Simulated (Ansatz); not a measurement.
# Co: which structure wins at one pressure

Which of hcp, sc, beta tin, diamond has the lowest enthalpy for Co at one common pressure? The runs shown use LAPW. Companion runs by PAW are cited.

Computed with Ansatz 0.2.0 (DFT, PBEsol, all-electron LAPW, scalar-relativistic, unless a step's input says otherwise).

### 1 Starting point

It takes space group P6_3/mmc (No. 194, hexagonal). Conventional cell: a = 2.370 Å, b = 2.370 Å, c = 3.826 Å, α = 90.00°, β = 90.00°, γ = 120.00°. Co (site symmetry -6m2) has 12 Co at 2.35 to 2.37 Å as nearest neighbours.

Coordinates:

```
Co
1.0
     2.36978    0.00000    0.00000
    -1.18489    2.05229    0.00000
     0.00000    0.00000    3.82646
Co
2
Direct
  0.33333 0.66667 0.25000
  0.66667 0.33333 0.75000
```

Atoms are numbered in the order of the input: Co1, Co2.

### 2 Hcp relaxed under pressure, LAPW

The input, input.yaml:

```yaml
crystal:
  lattice:
    - [2.3697848745, 0.0, 0.0]
    - [-1.1848924372, 2.0522939029, 0.0]
    - [0.0, 0.0, 3.8264645291]
  atoms:
    - { symbol: Co, position: [0.3333333333, 0.6666666667, 0.25], spin: 1.7 }
    - { symbol: Co, position: [0.6666666667, 0.3333333333, 0.75], spin: 1.7 }
magnetization:
  spin_polarized: true
kpoints:
  mp_grid: { grid: [19, 19, 10] }
scf:
  occupations: { method: fermi_dirac, width: 0.08 }
hamiltonian:
  xc: pbesol
  pseudopotentials: { kind: all_electron, lapw: { basis_error: 0.0005 } }
output:
  forces: true
  stress: true
  eigenvalues: true
relax:
  f_tol: 0.005
  max_steps: 12
  cell: { p_target: 34.0, stress_tol: 0.03 }
```

Launch:

```console
$ ansatz run input.yaml --threads 2 --pin off --max-ram 7168MiB --backend cpu --events-out ev --progress --plain --runs-dir out
```

Further steps of the session: Sc relaxed under pressure, LAPW; Beta tin relaxed under pressure, LAPW; Diamond relaxed under pressure, LAPW.

What does the calculation give? Wanted: pressure; lowest (for each run or level that gives them).

As calculated:

| quantity | value |
| --- | --- |
| pressure | 34 GPa |
| lowest (LAPW) | hcp, 792.8 meV/atom under beta tin |
| lowest (PAW) | hcp, 794.4 meV/atom under beta tin |

In words: By LAPW the order is hcp < beta tin < sc < diamond. By PAW the order is hcp < beta tin < sc < diamond. The methods agree on the lowest phase. Only these structures were tried, with electrons smeared by 0.08 eV and without vibrations, so the true ground state may be another. The k meshes differ between phases and weren't tested, which can move differences by some meV. Other magnetic orders may lie lower; this is the state that the run reached.
